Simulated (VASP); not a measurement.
Here is a VASP 6.6.1 calculation.

The input INCAR:

```
SYSTEM = Si
ALGO = Normal
DIPOL = 0.5 0.5 0.500
EDIFF = 1E-7
ENCUT = 520
GGA = PE
IDIPOL = 3
ISIF = 2
ISMEAR = 0
KPAR = 4
LASPH = .TRUE.
LCHARG = .TRUE.
LDIPOL = .TRUE.
LREAL = .FALSE.
LVACPOTAV = .TRUE.
LVHAR = .TRUE.
LWAVE = .FALSE.
NELM = 60
PREC = Accurate
SIGMA = 0.03
```

The input KPOINTS:

```
k-points
0
G
  4 7 1
  0 0 0
```

POSCAR

```
Si                                      
1.0
    7.7337965900      0.0000000000      0.0000000000
    0.0000000000      3.8668983000      0.0000000000
    0.0000000000      0.0000000000     21.4357750000
  Si            
    12
Direct
     0.8618305355208317    0.9999999999099392    0.3730731436431164
     0.5752979920742807    0.9999999999201328    0.3374287755045623
     0.5226817449671196    0.4999999999434735    0.4016711568054609
     0.0115154610357908    0.4999999998935207    0.4023058288158955
     0.2675786159285866    0.5000000000072995    0.4667093792645988
     0.7610954523862840    0.4999999998553724    0.4695501062610880
     0.7610953912454173    0.9999999998969747    0.5304499077722924
     0.2675786677892986    0.0000000000262258    0.5332906090798516
     0.5226817193144360    0.0000000000620045    0.5983288161469725
     0.0115155239584379    0.0000000001829062    0.5976941753994552
     0.8618307282907322    0.5000000002545921    0.6269268716849530
     0.5752981674887845    0.5000000000475593    0.6625712296217527
```

Potentials or basis: VASP PAW PBE potentials, release 64 (Si).

Command:

```sh
$ cat potpaw_PBE.64/Si/POTCAR > POTCAR
$ mpirun -np 4 vasp_std > vasp.out
```

Task: Estimate the ionisation potential of the upper face.

Result: 4.95 eV.

Task: Predict the band gap on the k mesh.

Result: 0.30 eV, indirect (least direct gap 0.53 eV).

Task: Estimate the largest force.

Result: 0.010 eV/Å.

Forces in eV/Å, atoms in the order of the input:
```
Si  -0.005  0.000 -0.008
Si   0.001  0.000  0.000
Si   0.002  0.000  0.005
Si   0.003  0.000 -0.008
Si   0.000  0.000  0.009
Si   0.000  0.000 -0.005
Si   0.000  0.000  0.005
Si   0.000  0.000 -0.009
Si   0.002  0.000 -0.005
Si   0.003  0.000  0.008
Si  -0.005  0.000  0.008
Si   0.001  0.000  0.000
```

Expect the measured gap to be larger: semilocal functionals such as PBE lack the derivative discontinuity.
